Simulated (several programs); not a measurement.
## Many methods on one cell: CdI2 (CdI2 type)

CdI2 built on the CdI2 prototype, relaxed with r2SCAN+rVV10 in Ansatz, was computed with several methods. The symmetry is P-3m1 (No. 164, trigonal); conventional cell a = 4.247 Å, c = 6.895 Å, 35.90 Å³ an atom. Cd is surrounded by 6 I at 2.99 Å; I is surrounded by 3 Cd at 2.99 Å. Spin-unpolarised throughout; all numbers are computed.

Space group P-3m1 (No. 164). a = 4.247 Å, b = 4.247 Å, c = 6.895 Å, α = 90.00°, β = 90.00°, γ = 120.00°
```
atom  site  symmetry       x       y       z
  Cd    1a      -3m.  0.0000  0.0000  0.0000
   I    2d       3m.  0.3333  0.6667  0.2494
```

Gaps and times are for a single point on this cell; volume and bulk modulus come from each method's own relaxation or energy curve at fixed shape, which is too stiff where a cell has free coordinates or axes. Times are rough, from shared hosts (Arm Neoverse V2; NVIDIA H100 80GB HBM3), and each method has its own mesh and cell size. A double dagger marks a value from a curve with shape and coordinates held. A star marks a curve whose lowest point is an end point. PM6 (MOPAC), PM7 (MOPAC), GFN1-xTB (tblite), GFN2-xTB (tblite) treat a cluster of cells at its zone centre, which samples few k points: where these miss a band edge, the gap comes out too large for that reason alone. Gaps from k meshes are read at a limited set of points (mesh, symmetry points, PBE's band edges), so each method's own least gap may be somewhat smaller. xTB and the PM methods were fitted mostly to molecules, and can miss a solid's gap by electronvolts. Minimal bases can be far off for gaps. Times of the plane-wave ladder aren't listed, since it ran on unlike processors and cards. Curves at held shape can't give the bulk modulus of a layered or molecular crystal, so none is listed. GLLB-SC's gap includes the derivative discontinuity. G0W0 is at finite bands, cutoff and mesh. d marks a direct gap, i an indirect one (no mark: not told apart), a dash a value that wasn't computed or didn't pass its checks.

```json
{"method": "GFN1-xTB (tblite)", "kind": "tight binding", "gap (eV)": "3.25", "own volume (Å³/atom)": "38.11‡", "bulk modulus (GPa)": "–", "atoms computed": "cluster", "processor time": "1.8 s"}
{"method": "light PBE (260 eV and a coarse mesh)", "kind": "light plane-wave", "gap (eV)": "2.34 i", "own volume (Å³/atom)": "–", "bulk modulus (GPa)": "–", "atoms computed": "3", "processor time": "1.8 s"}
{"method": "GFN2-xTB (tblite)", "kind": "tight binding", "gap (eV)": "3.92", "own volume (Å³/atom)": "39.54*‡", "bulk modulus (GPa)": "–", "atoms computed": "cluster", "processor time": "2.7 s"}
{"method": "PM6 (MOPAC)", "kind": "semi-empirical", "gap (eV)": "4.37", "own volume (Å³/atom)": "–", "bulk modulus (GPa)": "–", "atoms computed": "cluster", "processor time": "4 s"}
{"method": "PBE/SZV (CP2K)", "kind": "small basis", "gap (eV)": "2.88 i", "own volume (Å³/atom)": "–", "bulk modulus (GPa)": "–", "atoms computed": "3", "processor time": "4.9 s"}
{"method": "PM7 (MOPAC)", "kind": "semi-empirical", "gap (eV)": "6.25", "own volume (Å³/atom)": "36.63‡", "bulk modulus (GPa)": "–", "atoms computed": "cluster", "processor time": "6.5 s"}
{"method": "PBE", "kind": "semilocal", "gap (eV)": "2.33 i", "own volume (Å³/atom)": "–", "bulk modulus (GPa)": "–", "atoms computed": "3", "processor time": "–"}
{"method": "PBE/DZVP (CP2K)", "kind": "small basis", "gap (eV)": "2.40 i", "own volume (Å³/atom)": "38.37‡", "bulk modulus (GPa)": "–", "atoms computed": "3", "processor time": "14 s"}
{"method": "PBE/single zeta (GPAW)", "kind": "small basis", "gap (eV)": "2.63 i", "own volume (Å³/atom)": "–", "bulk modulus (GPa)": "–", "atoms computed": "3", "processor time": "20 s"}
{"method": "r2SCAN", "kind": "semilocal", "gap (eV)": "2.78 i", "own volume (Å³/atom)": "–", "bulk modulus (GPa)": "–", "atoms computed": "3", "processor time": "–"}
{"method": "GLLB-SC (GPAW)", "kind": "model potential", "gap (eV)": "3.61", "own volume (Å³/atom)": "–", "bulk modulus (GPa)": "–", "atoms computed": "3", "processor time": "38 s"}
{"method": "G0W0@r2SCAN (180 eV screening cutoff)", "kind": "many-body", "gap (eV)": "3.85", "own volume (Å³/atom)": "–", "bulk modulus (GPa)": "–", "atoms computed": "3", "processor time": "–"}
{"method": "G0W0@PBE (260 eV screening cutoff)", "kind": "many-body", "gap (eV)": "3.55", "own volume (Å³/atom)": "–", "bulk modulus (GPa)": "–", "atoms computed": "3", "processor time": "–"}
```

Against r2SCAN (2.78 eV) and with closed or daggered gaps left aside, the nearest gap at the points sampled is that of PBE/SZV (CP2K) (+0.10 eV) and the farthest that of PM7 (MOPAC) (+3.47 eV). r2SCAN is only a yardstick of convenience: semilocal gaps usually lie below measured ones, which GLLB-SC and hybrids aim to mend.

Spin-orbit coupling is left out, which matters wherever the heavy atoms make up the band edges.
